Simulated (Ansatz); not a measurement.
# O (C2/m) in Ansatz: relaxation of the atoms with PBE

Aim: the relaxation of the atoms of O with PBE.

Everything below comes from runs of Ansatz 0.2.0. Logs are shortened: lines on timing, memory, paths and dates and some standing lists are left out, and cuts for length are marked.

## Step 1: The cell of the first run

Symmetry: C2/m, No. 12, monoclinic system. Conventional cell: a = 5.802 Å, b = 3.216 Å, c = 4.203 Å, α = 90.00°, β = 117.39°, γ = 90.00°. O (site symmetry m) has 1 O at 1.22 Å as nearest neighbours.

The real solid is made of molecules; this cell is a model form.

## Step 2: Relaxation of the atoms, PBE (strained by -4 %)

Contents of input.yaml:

```yaml
crystal:
  lattice:
    - [1.6079499887, 0.9670316238, 3.7319995215]
    - [-1.6079499887, 0.9670316238, 3.7319995215]
    - [0.0, -1.9340632475, 3.7319995215]
  atoms:
    - { symbol: O, position: [0.05461472, 0.05461472, 0.05461472] }
    - { symbol: O, position: [0.94538528, 0.94538528, 0.94538528] }
hamiltonian:
  xc: pbe
  pseudopotentials: { kind: paw }
kpoints:
  mp_grid: { grid: [9, 9, 9] }
scf:
  occupations: { method: fermi_dirac, width: 0.05 }
output:
  forces: true
  stress: true
  eigenvalues: true
relax:
  f_tol: 0.01
  max_steps: 40
```

Potentials or basis: Ansatz PAW.

On the command line:

```bash
> ansatz run input.yaml --threads 2 --pin off --max-ram 5632MiB --backend cpu --events-out ev --progress --plain --runs-dir out
```

What it wrote:

```text
Warning: output.stress: scf.convergence.dr2_threshold = 1e-7 eV (the SCF's general default) is looser than the 2e-10 eV advised for a printed stress (1e-10 eV for each atom of the cell: 2). What an SCF threshold leaves in a stress goes as its square root, and in the free energy as the threshold itself, and one threshold admits the most on a small cell: of the crystals measured, under no hybrid functional and no lock of the moments, on runs that ended without the residual-converged pass, on stresses that held no estimate of that error, the worst erred by over 100 MPa in a component at 1e-7 eV an atom and by under 5 at 1e-10. Every solve of this run answers to scf.convergence.dr2_threshold, and the tensor of one is reported: a single SCF on the reported geometry and on this run's grids (its basis.xc_grid and basis.ecutrho_ratio typed), with scf.convergence.dr2_threshold at 2e-10 eV or tighter, prints it and tightens no other solve. Else set scf.convergence.dr2_threshold to 2e-10 eV or tighter. The threshold is an SCF's pass mark: one that does not reach it within its budget of iterations ends unconverged, or closes short of it on a stop that the run arms, and scf.convergence.dr2_threshold's page says what that costs each kind of run
Warning: RAYON_NUM_THREADS=2 ignored (pool sized by the plan → 2); use --threads N
Engine: ansatz 0.2.0, aarch64-unknown-linux-gnu
Pseudopotentials: kind: paw
Pseudopotential: O, paw, valence charge 6, recommended cutoff 420 eV (normal), O.paw.azcp
Functional definition: PBE
  parameter kappa = 0.804
  parameter beta = 0.06672455060314922
  exchange = pbe_x(kappa = kappa, mu = beta*pi^2/3)
  correlation = pbe_c(beta = beta)
Crystal: 2 atoms, lattice volume = 34.818 Å³
Basis set: ecut = 420 eV, 681 PW (Γ), exchange–correlation on 60×60×60 points (8 copies of the dense FFT grid, shifted against one another)
Bands: 10, of which v1, the nominal top of the filled ones, is band 6 counted from 1 (5 counted from 0)
Symmetry: 4 space group operations
Space group: C2/m (ITA 12), of the structure as read, at distance tolerance 3.3e-5 Å
k-points: 205 of 729
Non-local potential: O, projectors of the file, l = 0: 2, l = 1: 2, l = 2: 1
PAW form: soft (Blöchl's): semilocal exchange-correlation on the pseudo side does not see the compensation charge
PAW one-centre angular grid: O, 110 points (default); XC on 64 Gauss nodes
Initial density: superposition of atomic densities (neutral atoms: chi_scale 0, normalization atom), corrected by the library's trained network
Initial wavefunctions: pseudopotential atomic-orbital guess
Functional: x = pbe(κ = 0.804, μ = 0.2195149727645171), c = pbe(β = 0.06672455060314922)
SCF iter   1: F=—  HF=-1129.257403 eV  |F-HF|=—  |Δ(HF+E_count)|=         —  Δρ=6.23e-3  dr2=1.33e-2  ethr=1.77e-3  ⟨swp⟩=5.2  Hψ=12094  notcnv=0
preconditioner: auto → LDOS  [metal: Δε(μ)=0.002 eV  Ē_g=14.720 eV  σ=0.050 eV  W_gap=0.01  n_scr=4 (ndim 8)  ℏωp=19.9 eV  f_vac=0.233  D(μ)=4.29/eV (n_scr^D=64)  β→1.0]
SCF iter   2: F=—  HF=-1129.255264 eV  |F-HF|=—  |Δ(HF+E_count)|=   2.14e-3  Δρ=2.75e-3  dr2=1.93e-3  ethr=1.11e-4  ⟨swp⟩=2.8  Hψ=5497  notcnv=0
SCF iter   3: F=—  HF=-1129.255305 eV  |F-HF|=—  |Δ(HF+E_count)|=   4.09e-5  Δρ=3.06e-3  dr2=9.14e-4  ethr=1.61e-5  ⟨swp⟩=3.0  Hψ=3674  notcnv=0
SCF iter   4: F=—  HF=-1129.255119 eV  |F-HF|=—  |Δ(HF+E_count)|=   1.86e-4  Δρ=1.01e-3  dr2=9.65e-5  ethr=7.62e-6  ⟨swp⟩=1.0  Hψ=2050  notcnv=0
SCF iter   5: F=—  HF=-1129.255112 eV  |F-HF|=—  |Δ(HF+E_count)|=   7.00e-6  Δρ=1.19e-4  dr2=1.70e-6  ethr=8.04e-7  ⟨swp⟩=1.0  Hψ=2050  notcnv=0
SCF iter   6: F=-1129.255113 eV  HF=-1129.255113 eV  |F-HF|=4.03e-9  |Δ(HF+E_count)|=   1.29e-6  Δρ=1.02e-5  dr2=3.26e-8  ethr=1.42e-8  ⟨swp⟩=4.4  Hψ=8679  notcnv=0
SCF 1 converged in 6 iterations: F = -1129.255113 eV  dr2 = 3.26e-8
relax step   1: F+E_penalty+E_count = -1129.25511287 eV  Δ(F+E_penalty+E_count) = +0.000e0 eV  max|allowed force component| = 3.927e-1 eV/Å  Δτ_max = 0.0000 Å  (6 SCF iters, dr2 threshold 2.50e-6 eV, accepted)
Initial density: handed on by an earlier stage of this run
[... 26 lines left out ...]
SCF 4 converged in 5 iterations: F = -1129.256279 eV  dr2 = 2.14e-7
relax step   4: F+E_penalty+E_count = -1129.25627914 eV  Δ(F+E_penalty+E_count) = -1.085e-3 eV  max|allowed force component| = 8.890e-3 eV/Å  Δτ_max = 0.0039 Å  (5 SCF iters, dr2 threshold 8.78e-6 eV, accepted)
iter 1 solved again at ethr=1.78e-9 eV; its pass at ethr=3.10e-3 eV (dr2=2.14e-7 eV) is discarded
SCF iter   1: F=—  HF=-1129.256278 eV  |F-HF|=—  |Δ(HF+E_count)|=         —  Δρ=3.68e-5  dr2=2.14e-7  ethr=1.78e-9  ⟨swp⟩=1.0  Hψ=9020  notcnv=0
preconditioner: auto → LDOS  [metal: Δε(μ)=0.005 eV  Ē_g=14.828 eV  σ=0.050 eV  W_gap=0.03  n_scr=4 (ndim 8)  ℏωp=19.9 eV  f_vac=0.201  D(μ)=4.36/eV (n_scr^D=64)  β→1.0]
SCF iter   2: F=—  HF=-1129.256279 eV  |F-HF|=—  |Δ(HF+E_count)|=   1.48e-6  Δρ=4.05e-5  dr2=1.50e-7  ethr=1.78e-9  ⟨swp⟩=2.4  Hψ=3324  notcnv=0
SCF iter   3: F=-1129.256279 eV  HF=-1129.256279 eV  |F-HF|=1.05e-8  |Δ(HF+E_count)|=   2.23e-8  Δρ=1.19e-5  dr2=2.20e-8  ethr=8.33e-10  ⟨swp⟩=2.0  Hψ=6192  notcnv=0
SCF 5 converged in 3 iterations: F = -1129.256279 eV  dr2 = 2.20e-8
relax step   5: F+E_penalty+E_count = -1129.25627922 eV  Δ(F+E_penalty+E_count) = -7.400e-8 eV  max|allowed force component| = 9.458e-3 eV/Å  Δτ_max = 0.0000 Å  (3 SCF iters, accepted)
SCF converged after 3 iterations
Free energy (F): -1129.256279 eV
Harris-Foulkes:  -1129.256279 eV  (|F-HF|=1.05e-8)
Internal energy: -1129.220371 eV  (E = F + TS)
E sigma→0 (E₀):  -1129.238325 eV
Entropy (-TS):   -0.035908 eV (-17.954 meV/atom)
Fermi energy:    -0.513454 eV
--- Per-component energies (eV) ---
  E_band       = -129.504113
  E_kinetic    = 340.094194
  E_local      = -1009.515431  (includes V_loc(G=0)·N_el)
  E_nonlocal   = 97.035969
  E_hartree    = 346.568208
  E_xc         = -142.658580
  E_vxc        = -181.569241  (∫ρ·V_xc dr)
  E_paw        = -313.779695  (= ΣΔE_a)
  E_vpaw       = -68.686842  (= ΣTr[D̂ρ^β])
  E_aug_tail   = 0.004680  (compensation charges beyond the density's cutoff)
  E_ewald      = -446.969715
  E_smearing   = -0.035908  (= −TS)
  E_closure    = 0.000000  (closes the sum)
  Σ components = -1129.256279   (vs F -1129.256279, Δ=0.00e0)
--- Forces (eV/Å), atoms counted from 1 ---
  atom   1  O     -0.00000000     0.00136963     0.00945806
  atom   2  O      0.00000000    -0.00136963    -0.00945806
  max |Σ_I F_I| component: 0.00e0 eV/Å
--- Stress (GPa, compression-positive) ---
       -4.247894      -0.000000       0.000000
       -0.000000      -3.549337       0.054277
        0.000000       0.054279       0.212097
  P = ⅓ Tr σ = -2.5284 GPa (-25.284 kbar)
--- Band table (eV; the first three rows and the last of 205) ---
  k-point 0: bands = ["-27.0689", "-14.4141", "-8.4511", "-6.9091", "-6.8500", "-0.2842", "-0.2325", "6.0353", "10.0711", "12.7960"]
  k-point 1: bands = ["-27.0577", "-14.4126", "-8.4128", "-7.0062", "-6.8669", "-0.3508", "-0.2565", "6.2870", "10.0379", "12.8142"]
  k-point 2: bands = ["-27.0293", "-14.4084", "-8.3103", "-7.2501", "-6.9090", "-0.5142", "-0.3177", "6.9564", "9.9599", "13.0342"]
  k-point 204: bands = ["-27.0274", "-14.8403", "-7.4972", "-7.0352", "-6.9681", "-0.2271", "-0.1448", "6.5073", "7.4095", "11.5051"]
--- Relaxed structure (5 steps of the walk, 4 accepted, 0 SCFs on fresh bases) ---
  F+E_penalty+E_count = -1129.25627922 eV   max|allowed force component| = 9.458e-3 eV/Å
  atoms:
    - { symbol: O, position: [0.05399713038533098, 0.05399713038533098, 0.05504376121982529] }
    - { symbol: O, position: [0.9460028696146692, 0.9460028696146692, 0.9449562387801748] }
```

It took 9.2 s on 2 threads of Arm Neoverse V2, shared host; peak memory 0.36 GiB.

Results:

```
Free energy                  : -1129.2563 eV
Energy gained by relaxing    : 0.6 meV/atom
Ionic steps                  : 4
Pressure after relaxing      : -2.5 GPa
Largest force after relaxing : 0.010 eV/Å
Band gap on the k mesh       : none (metal or under the smearing width)
```

Forces in eV/Å, atoms in the order of the input:
```
O    0.000  0.001  0.009
O    0.000 -0.001 -0.009
```

Stress tensor (GPa, compression positive):
```
-4.25  0.00  0.00
 0.00 -3.55  0.05
 0.00  0.05  0.21
```

Step by step:
```
step  energy change (eV)  largest force (eV/Å)
   1              0.0000                0.3927
   2             -0.0001                0.3750
   3             -0.0012                0.0090
   4             -0.0012                0.0096
```

Final structure:
```
O
1.0
     1.60795    0.96703    3.73200
    -1.60795    0.96703    3.73200
     0.00000   -1.93406    3.73200
O
2
Direct
  0.05400 0.05400 0.05504
  0.94600 0.94600 0.94496
```

Caveat: spin is off for a triplet molecule; the pressure holds a Pulay correction of +0.8 GPa for the finite cutoff; the thresholds are loose for stress.
